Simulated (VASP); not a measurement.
# MgS in VASP 6.6.1, single-point calculation

INCAR

```
EDIFF = 1E-5
GGA = PE
NBANDS = 11
NSW = 0
PREC = Accurate
LWAVE = .FALSE.
LREAL = .FALSE.
SIGMA = 0.02
LASPH = .TRUE.
ISIF = 2
NELECT = 8.1
NELM = 95
ENCUT = 520
LCHARG = .FALSE.
ISMEAR = -1
IBRION = -1
```

KPOINTS

```
KPOINTS created by Atomic Simulation Environment
0
Gamma
8 8 8
0 0 0
```

POSCAR

```
Mg S
 1.0000000000000000
    -0.0130075897000000    2.6015179370000001    2.6015179370000001
     2.6015179370000001   -0.0130075897000000    2.6015179370000001
     2.6015179370000001    2.6015179370000001   -0.0130075897000000
 Mg  S
   1   1
Cartesian
  0.0000000000000000  0.0000000000000000  0.0000000000000000
  2.5950141421500001  2.5950141421500001  2.5950141421500001
```

The recommended PBE PAW datasets give the neutral cell 8 valence electrons.

Command

```
mpirun -np 1 vasp_std
```

OSZICAR

```
N       E                     dE             d eps       ncg     rms          rms(c)
DAV:   1     0.224063200243E+02    0.22406E+02   -0.36236E+03  1494   0.600E+02
DAV:   2    -0.679856161425E+01   -0.29205E+02   -0.27830E+02  1796   0.990E+01
DAV:   3    -0.821356086459E+01   -0.14150E+01   -0.14122E+01  1778   0.233E+01
DAV:   4    -0.822285328464E+01   -0.92924E-02   -0.92914E-02  1664   0.224E+00
DAV:   5    -0.822293167657E+01   -0.78392E-04   -0.78391E-04  1811   0.205E-01    0.471E+00
DAV:   6    -0.784562500657E+01    0.37731E+00   -0.86897E-01  1628   0.366E+00    0.355E+00
DAV:   7    -0.781157316405E+01    0.34052E-01   -0.19147E-01  1702   0.193E+00    0.228E+00
DAV:   8    -0.781177716196E+01   -0.20400E-03   -0.12583E-02  1565   0.719E-01    0.989E-01
DAV:   9    -0.781161128503E+01    0.16588E-03   -0.45042E-04  1649   0.145E-01    0.335E-01
DAV:  10    -0.781163918851E+01   -0.27903E-04   -0.56546E-05  1736   0.418E-02    0.211E-02
DAV:  11    -0.781163922141E+01   -0.32895E-07   -0.58624E-06  1047   0.110E-02
   1 F= -.78116392E+01 E0= -.78111151E+01  d E =-.104829E-02
```

From OUTCAR

```
k-points           NKPTS =     65   k-points in BZ     NKDIM =     65   number of bands    NBANDS=     11

   NELECT =       8.1000    total number of electrons

   dimension x,y,z NGX =    28 NGY =   28 NGZ =   28
   dimension x,y,z NGXF=    56 NGYF=   56 NGZF=   56

  energy-cutoff  :      520.00
  volume of cell :       35.48
      direct lattice vectors                 reciprocal lattice vectors
    -0.013007590  2.601517937  2.601517937    -0.190759991  0.191718584  0.191718584
     2.601517937 -0.013007590  2.601517937     0.191718584 -0.190759991  0.191718584
     2.601517937  2.601517937 -0.013007590     0.191718584  0.191718584 -0.190759991

 k-points in reciprocal lattice and weights: KPOINTS created by Atomic Simulation Env
   0.00000000  0.00000000  0.00000000       0.002
   0.12500000 -0.00000000 -0.00000000       0.012
   0.25000000 -0.00000000 -0.00000000       0.012
   0.37500000  0.00000000 -0.00000000       0.012
   0.50000000 -0.00000000 -0.00000000       0.006
   0.12500000  0.12500000  0.00000000       0.012
   0.25000000  0.12500000 -0.00000000       0.023
   0.37500000  0.12500000  0.00000000       0.023
   ...

 E-fermi :   6.9989

 k-point     1 :       0.0000    0.0000    0.0000
  band No.  band energies     occupation
      1      -9.0172      2.00000
      2       3.5922      2.00000
      3       3.5922      2.00000
      4       3.6572      2.00000
      5       7.2509      0.00001
      6      11.5122      0.00000
      7      11.5122      0.00000
      8      11.6388      0.00000
      9      13.9533      0.00000
     10      13.9533      0.00000
     11      16.0900      0.00000

 k-point     2 :       0.1250   -0.0000   -0.0000
  band No.  band energies     occupation
      1      -8.8685      2.00000
      2       2.5539      2.00000
      3       3.4950      2.00000
      4       3.5494      2.00000
      5       8.0608      0.00000
      6      11.2082      0.00000
      7      11.7611      0.00000
      8      11.8637      0.00000
      9      13.2995      0.00000
     10      13.3359      0.00000
     11      16.2573      0.00000

 k-point     3 :       0.2500   -0.0000   -0.0000
  band No.  band energies     occupation
      1      -8.4664      2.00000
      2       0.8075      2.00000
      3       3.2829      2.00000
      4       3.3290      2.00000
      5       8.5383      0.00000
      6      11.4020      0.00000
      7      11.4616      0.00000
      8      11.8447      0.00000
      9      13.8303      0.00000
     10      13.9417      0.00000
     11      15.4593      0.00000

 k-point     4 :       0.3750    0.0000   -0.0000
  band No.  band energies     occupation
      1      -7.9770      2.00000
      2      -0.6215      2.00000
      3       3.0957      2.00000
      4       3.1347      2.00000
      5       8.2805      0.00000
      6      10.7393      0.00000
      7      10.8015      0.00000
      8      13.2907      0.00000
      9      15.1542      0.00000
     10      15.7610      0.00000
     11      15.8978      0.00000

 k-point     5 :       0.5000   -0.0000   -0.0000
  band No.  band energies     occupation
      1      -7.7347      2.00000
      2      -1.1928      2.00000
      3       3.0242      2.00000
      4       3.0603      2.00000
      5       8.1446      0.00000
      6      10.4930      0.00000
      7      10.5581      0.00000
      8      13.6573      0.00000
      9      15.6925      0.00000
     10      17.8897      0.00000
     11      18.0196      0.00000

 ...

  Total        1.1662282      1.1662282      1.1662282      0.0420206      0.0420206      0.0420206
  in kB       52.6670042     52.6670042     52.6670042      1.8976570      1.8976570      1.8976570
  external PRESSURE =      52.6670042 kB  Pullay stress =       0.0000000 kB

 POSITION                                       TOTAL-FORCE (eV/Angst)
 -----------------------------------------------------------------------------------
      0.00000      0.00000      0.00000        -0.000000     -0.000000     -0.000000
      2.59501      2.59501      2.59501         0.000000      0.000000      0.000000
 -----------------------------------------------------------------------------------
    total drift:                                0.000000      0.000000      0.000000

  FREE ENERGIE OF THE ION-ELECTRON SYSTEM (eV)
  ---------------------------------------------------
  free  energy   TOTEN  =        -7.8116392214 eV

  energy  without entropy=       -7.8105909312  energy(sigma->0) =       -7.81111508
```

It converged. Results: pressure 5.3 GPa.

The cell is charged and sits in a uniform background.

For comparison, a separate PBE run of the intended cell, on usual settings and not on those above, gives a gap of 2.71 eV on its mesh and a pressure of 0.3 GPa.

The run above took about 15 s on one core of a shared host (Intel Xeon Platinum 8488C) and held 0.17 GiB at most.
